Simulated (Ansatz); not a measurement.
Step by step: MnAs, relaxation of cell and atoms

The calculation used Ansatz 0.2.0, DFT, PBE, PAW with Ansatz's default frozen-core files, scalar-relativistic.

Command: `ansatz run input.yaml --threads 1 --pin off --max-ram 3072MiB --backend cpu --events-out ev --progress --plain --runs-dir out` The run took about 32 s on 1 thread of a shared machine.

```yaml
crystal:
  lattice:
    - [0.0, 2.4457505358, 2.4457505358]
    - [2.4457505358, 0.0, 2.4457505358]
    - [2.4457505358, 2.4457505358, 0.0]
  atoms:
    - { symbol: Mn, position: [0.0, 0.0, 0.0], spin: 4.0 }
    - { symbol: As, position: [0.5, 0.5, 0.5] }
magnetization:
  spin_polarized: true
kpoints:
  mp_grid: { grid: [12, 12, 12] }
scf:
  occupations: { method: fermi_dirac, width: 0.08 }
hamiltonian:
  xc: pbe
  pseudopotentials: { kind: paw }
output:
  forces: true
  stress: true
relax:
  f_tol: 0.005
  max_steps: 80
  cell: {}
```

The run is spin-polarised from parallel moments and ends with 3.69 μB in the cell; other orders may lie lower.

The cell is built from the rocksalt type as a first guess.

The cutoff is 420 eV; energies and pressures of the walk include the program's estimate of the Pulay term.

Each frame lists the cell vectors (Å), then Cartesian positions (Å); symmetry keeps all forces zero. Free energies count from the first step, -8754.9015 eV.

The walk took 8 evaluations in all; steps that aren't listed are left out.

Step 1: E = 0.0 meV, P = 16.30 GPa

```
cell 0.0000 2.4458 2.4458 2.4458 0.0000 2.4458 2.4458 2.4458 0.0000
Mn    0.0000    0.0000    0.0000
As    2.4458    2.4458    2.4458
```

Step 2: E = -184.4 meV, P = 6.31 GPa

```
cell 0.0000 2.5190 2.5190 2.5190 0.0000 2.5190 2.5190 2.5190 0.0000
Mn    0.0000    0.0000    0.0000
As    2.5190    2.5190    2.5190
```

Step 3: E = -228.3 meV, P = 1.07 GPa

```
cell 0.0000 2.5701 2.5701 2.5701 0.0000 2.5701 2.5701 2.5701 0.0000
Mn    0.0000    0.0000    0.0000
As    2.5701    2.5701    2.5701
```

**Question.** How does the relaxation end?

**Answer.** It converges, with a = 5.166 Å, b = 5.166 Å, c = 5.166 Å, α = 90.00°, β = 90.00°, γ = 90.00° (conventional cell, space group Fm-3m). The last solve (on a basis chosen afresh for the final cell, so its energy is not quite comparable) gives E = -232.2 meV, P = 0.00 GPa:
```
cell 0.0000 2.5830 2.5830 2.5830 0.0000 2.5830 2.5830 2.5830 0.0000
Mn    0.0000    0.0000    0.0000
As    2.5830    2.5830    2.5830
```
